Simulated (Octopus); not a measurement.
# Au (Pm-3m) in Octopus: reference runs

Reference runs on Au: the cell as given and a disturbed copy.

Everything below comes from runs of Octopus 16.4. Logs are shortened: lines on timing, memory, paths and dates and some standing lists are left out, and cuts for length are marked.

## (1) Starting point

Symmetry: Pm-3m, No. 221, cubic system. Conventional cell: a = 2.748 Å, b = 2.748 Å, c = 2.748 Å, α = 90.00°, β = 90.00°, γ = 90.00°. Au (site symmetry m-3m) has 6 Au at 2.75 Å as nearest neighbours.

The cell was built by a generator and needn't be a form met in nature.

## (2) Single point, PBE

inp

```
CalculationMode = gs
UnitsOutput = eV_Angstrom
PeriodicDimensions = 3
ExperimentalFeatures = yes
PseudopotentialSet = pseudodojo_pbe
%LatticeParameters
 1*angstrom | 1*angstrom | 1*angstrom
%
%LatticeVectors
 2.74841 | 0 | 0
 0 | 2.74841 | 0
 0 | 0 | 2.74841
%
%ReducedCoordinates
 "Au" | 0.5 | 0.5 | 0.5
%
%Spacing
 0.12492773*angstrom | 0.12492773*angstrom | 0.12492773*angstrom
%
DerivativesOrder = 8
%KPointsGrid
 10 | 10 | 10
%
KPointsUseSymmetries = yes
XCFunctional = gga_x_pbe + gga_c_pbe
SmearingFunction = fermi_dirac
Smearing = 0.05*eV
ExtraStates = 7
Eigensolver = chebyshev_filter
ConvRelDens = 3e-7
MaximumIter = 120
%Output
 density | cube
 elf | cube
 potential | cube
%
```

Potentials or basis: pseudodojo_pbe (PseudoDojo 0.5, PBE).

Launch:

```console
$ OMP_NUM_THREADS=1 octopus > out.log
```

out.log:

```text
Running octopus

[... 13 lines left out ...]

Input: [AllElectronType = no]
Input: [PseudopotentialSet = pseudodojo_pbe]
Reading Coordinates from ReducedCoordinates block

****************************** Species *******************************
  Species 'Au'
    type             : pseudopotential
    file             : 'Au.upf'
    file format      : UPF2
    valence charge   : 19.0
    atomic number    :  79
    form on file     : kleinman-bylander
    lmax             : 3
    llocal           : -1
    projectors per l : 2
    total projectors : 8
    application form : kleinman-bylander
    orbitals         : 10
    bound orbitals   : 10

**********************************************************************

***************************** Symmetries *****************************
Space group No.  221
International: Pm-3m
Schoenflies: Oh^1
Info: The system has    48 symmorphic symmetries that can be used.
  Index                Rotation matrix                      Fractional translations
    1 :     1   0   0     0   1   0     0   0   1      0.000000    0.000000    0.000000
    2 :    -1   0   0     0  -1   0     0   0  -1      0.000000    0.000000    0.000000
    3 :     0   1   0    -1   0   0     0   0   1      0.000000    0.000000    0.000000
    4 :     0  -1   0     1   0   0     0   0  -1      0.000000    0.000000    0.000000
    5 :    -1   0   0     0  -1   0     0   0   1      0.000000    0.000000    0.000000
    6 :     1   0   0     0   1   0     0   0  -1      0.000000    0.000000    0.000000
[... 40 lines left out ...]
   47 :     1   0   0     0   0   1     0  -1   0      0.000000    0.000000    0.000000
   48 :    -1   0   0     0   0  -1     0   1   0      0.000000    0.000000    0.000000
Info: The system also has     0 nonsymmorphic symmetries (not used for electrons).
**********************************************************************

Input: [CurvMethod = curv_affine]
Input: [DerivativesStencil = stencil_star]

[... 235 lines left out ...]
      1       5      -96.967797    2.000000   ( 6.8E-06)
      1       6      -96.966957    2.000000   ( 9.0E-06)
      1       7      -96.966116    2.000000   ( 7.9E-06)
      1       9      -96.965067    2.000000   ( 1.2E-05)
[... 23 lines left out ...]
     17      52       37.464515    0.000000   ( 2.5E-01)
     17      25       37.675377    0.000000   ( 2.8E-01)
     17      22       37.718585    0.000000   ( 2.2E-01)
     17      47       37.751028    0.000000   ( 2.6E-01)
     17      41       37.861492    0.000000   ( 2.1E-01)
     17      49       37.958611    0.000000   ( 2.5E-01)
     17      30       38.363574    0.000000   ( 2.6E-01)
     17      34       38.629283    0.000000   ( 2.5E-01)

Density of states:

-------------------------%--------------------------------------------
-------------------------%--------------------------------------------
-------------------------%--------------------------------------------
-------------------------%-------------------------%%-----------------
-------------------------%-------------------------%%-----------------
-------------------------%-------------------------%%-----------------
-------------------------%-------------------------%%-----------------
%------------------------%------------------------%%%----------%------
%------------------------%------------------------%%%%----%%%%%%%-%%--
%------------------------%------------------------%%%%%%%%%%%%%%%%%%%-
                                                     ^

Fermi energy =     7.084697 eV

**********************************************************************

*********************** SCF CYCLE ITER #    2 ************************
 etot  = -4.02201063E+03 abs_ev   =  1.52E+01 rel_ev   =  3.33E-02
 ediff =        1.48E+00 abs_dens =  3.65E-01 rel_dens =  1.92E-02
Matrix vector products: 1400
Converged eigenvectors: 0
[... 115 lines left out ...]
*********************** SCF CYCLE ITER #   12 ************************
 etot  = -4.03249599E+03 abs_ev   =  3.92E-05 rel_ev   =  8.47E-08
 ediff =        4.45E-06 abs_dens =  1.19E-06 rel_dens =  6.28E-08
Matrix vector products: 1400
Converged eigenvectors: 3

#  State  KPoint  Eigenvalue [eV]  Occupation    Error
      1       1      -98.445204    2.000000   ( 3.2E-08)
      1       2      -98.444397    2.000000   ( 3.2E-08)
      1       3      -98.443590    2.000000   ( 3.2E-08)
      1       4      -98.442784    2.000000   ( 3.1E-08)
      1       5      -98.442283    2.000000   ( 3.1E-08)
      1       6      -98.441478    2.000000   ( 3.1E-08)
      1       7      -98.440674    2.000000   ( 3.1E-08)
      1       9      -98.439670    2.000000   ( 3.2E-08)
[... 23 lines left out ...]
     17       4       33.309116    0.000000   ( 1.0E-01)
     17       3       33.312356    0.000000   ( 1.1E-01)
     17       6       33.316249    0.000000   ( 9.2E-02)
     17       7       33.360699    0.000000   ( 1.0E-01)
     17      11       33.443501    0.000000   ( 1.0E-01)
     17      25       33.736668    0.000000   ( 1.2E-01)
     17      12       33.857282    0.000000   ( 1.0E-01)
     17      37       34.705109    0.000000   ( 1.0E-01)

Density of states:

-------------------------%--------------------------------------------
-------------------------%--------------------------------------------
-------------------------%--------------------------%-----------------
-------------------------%--------------------------%%----------------
-------------------------%--------------------------%%----------------
-------------------------%--------------------------%%----------------
-------------------------%--------------------------%%----------------
%------------------------%--------------------------%%---------%%--%--
%------------------------%--------------------------%%%-----%%%%%%%%%-
%------------------------%-------------------------%%%%%%%%%%%%%%%%%%-
                                                      ^

Fermi energy =     6.431076 eV

**********************************************************************

Info: SCF converged in   12 iterations

** Warning:
**   Some of the states are not fully converged!

Info: Number of matrix-vector products:      16800
Info: Writing output to static/

Info: Finished writing information to 'restart/gs'.

Octopus emitted 17 warnings.
```

static/info:

```text
**

********************** Brillouin zone sampling ***********************
Dimensions of the k-point grid      = 10 10 10
Total number of k-points            = 1000
Number of symmetry-reduced k-points = 56

List of k-points:
[... 1113 lines left out ...]
      rel_energy =  3.00004970E-08 ( 0.00000000E+00)
      abs_dens =  1.19288730E-06 ( 0.00000000E+00)
      rel_dens =  6.27835422E-08 ( 3.00000000E-07)
      abs_evsum =  3.91559943E-05 ( 0.00000000E+00) [eV]
      rel_evsum =  8.47417823E-08 ( 0.00000000E+00)

Forces on the ions [eV/A]
 Ion                        x              y              z
   1        Au   0.00000000E+00   0.00000000E+00   0.00000000E+00
 ----------------------------------------------------------
 Max abs force   0.00000000E+00   0.00000000E+00   0.00000000E+00
   Total force   0.00000000E+00   0.00000000E+00   0.00000000E+00
```

Wall time 2.3 min (1 thread of Arm Neoverse V1, shared host); peak memory 0.62 GiB.

Results:

| Quantity | Value |
| --- | --- |
| Free energy | -4032.4994 eV |
| Band gap on the k mesh | none (metal or under the smearing width) |

Spin-orbit coupling is left out, which matters for the levels of Au.

## (3) Single point, PBE (cell strained at random at fixed volume)

inp: that of step 2 with these lines changed.

```diff
@@ -9,11 +9,11 @@
 %LatticeVectors
- 2.74841 | 0 | 0
- 0 | 2.74841 | 0
- 0 | 0 | 2.74841
+ 2.807319 | -0.043347 | -0.000852
+ -0.043347 | 2.663496 | -0.024098
+ -0.000852 | -0.024098 | 2.777436
 %
 %ReducedCoordinates
- "Au" | 0.5 | 0.5 | 0.5
+ "Au" | 0.489422 | 0.483415 | 0.489852
 %
 %Spacing
- 0.12492773*angstrom | 0.12492773*angstrom | 0.12492773*angstrom
+ 0.12207190*angstrom | 0.12108899*angstrom | 0.12076264*angstrom
 %
@@ -31,6 +31 @@
 MaximumIter = 120
-%Output
- density | cube
- elf | cube
- potential | cube
-%
```

Potentials or basis: pseudodojo_pbe (PseudoDojo 0.5, PBE).

Launch:

```console
$ OMP_NUM_THREADS=1 octopus > out.log
```

out.log:

```text
Running octopus

[... 13 lines left out ...]

Input: [AllElectronType = no]
Input: [PseudopotentialSet = pseudodojo_pbe]
Reading Coordinates from ReducedCoordinates block

****************************** Species *******************************
  Species 'Au'
    type             : pseudopotential
    file             : 'Au.upf'
    file format      : UPF2
    valence charge   : 19.0
    atomic number    :  79
    form on file     : kleinman-bylander
    lmax             : 3
    llocal           : -1
    projectors per l : 2
    total projectors : 8
    application form : kleinman-bylander
    orbitals         : 10
    bound orbitals   : 10

**********************************************************************

***************************** Symmetries *****************************
[... 745 lines left out ...]
 etot  = -4.02082379E+03 abs_ev   =  1.50E+01 rel_ev   =  3.28E-02
 ediff =        1.40E+00 abs_dens =  3.38E-01 rel_dens =  1.78E-02
Matrix vector products: 12600
Converged eigenvectors: 0
[... 127 lines left out ...]
*********************** SCF CYCLE ITER #   13 ************************
 etot  = -4.03247258E+03 abs_ev   =  4.19E-05 rel_ev   =  9.07E-08
 ediff =        4.93E-06 abs_dens =  1.61E-06 rel_dens =  8.48E-08
Matrix vector products: 12600
Converged eigenvectors: 1995

#  State  KPoint  Eigenvalue [eV]  Occupation    Error
      1       1      -98.451405    2.000000   ( 1.0E-08)
      1       2      -98.450823    2.000000   ( 1.0E-08)
      1       4      -98.450718    2.000000   ( 1.0E-08)
      1       9      -98.450136    2.000000   ( 1.1E-08)
      1       7      -98.450136    2.000000   ( 1.1E-08)
      1       3      -98.450118    2.000000   ( 1.0E-08)
      1       6      -98.449539    2.000000   ( 1.1E-08)
      1       5      -98.449534    2.000000   ( 1.1E-08)
[... 23 lines left out ...]
     17      72       34.015420    0.000000   ( 2.9E-02)
     17      82       34.098050    0.000000   ( 2.5E-02)
     17     352       34.147093    0.000000   ( 1.8E-02)
     17     353       34.274720    0.000000   ( 1.6E-02)
     17     364       34.480535    0.000000   ( 2.6E-02)
     17     363       34.638748    0.000000   ( 2.3E-02)
     17     354       34.660568    0.000000   ( 1.9E-02)
     17     351       34.732628    0.000000   ( 3.7E-02)

Density of states:

-------------------------%--------------------------------------------
-------------------------%--------------------------------------------
-------------------------%--------------------------%%----------------
-------------------------%--------------------------%%----------------
-------------------------%--------------------------%%----------------
-------------------------%--------------------------%%----------------
-------------------------%--------------------------%%----------------
%------------------------%--------------------------%%---------%%-----
%------------------------%--------------------------%%%-----%%%%%%%%%-
%------------------------%-------------------------%%%%%%%%%%%%%%%%%%-
                                                      ^

Fermi energy =     6.415823 eV

**********************************************************************

Info: SCF converged in   13 iterations

** Warning:
**   Some of the states are not fully converged!

Info: Number of matrix-vector products:     163800
Info: Finished writing information to 'restart/gs'.

Octopus emitted 3 warnings.
```

static/info:

```text
**

********************** Brillouin zone sampling ***********************
Dimensions of the k-point grid      = 10 10 10
Total number of k-points            = 1000
Number of symmetry-reduced k-points = 504

List of k-points:
      ik         k_x         k_y         k_z      Weight
[... 530 lines left out ...]
   2   --   -49.711440       2.000000
   3   --   -49.708802       2.000000
   4   --   -49.698061       2.000000
   5   --    -1.351075       2.000000
   6   --     0.675101       2.000000
[... 9 lines left out ...]
  16   --    28.148726       0.000000
[... 4355 lines left out ...]
  16   --    30.458704       0.000000
  17   --    33.449586       0.000000
#k =     244, k = (  0.500000,  0.000000,  0.000000)
   1   --   -98.445312       2.000000
   2   --   -49.867861       2.000000
   3   --   -49.699191       2.000000
   4   --   -49.686397       2.000000
   5   --     0.436694
```

It took 35 min on 1 thread of Arm Neoverse V1, shared host; peak memory 6.6 GiB.

What came out:

| Quantity | Value |
| --- | --- |
| Free energy | -4032.4766 eV |
| Band gap on the k mesh | none (metal or under the smearing width) |

Spin-orbit coupling is left out, which matters for the levels of Au.
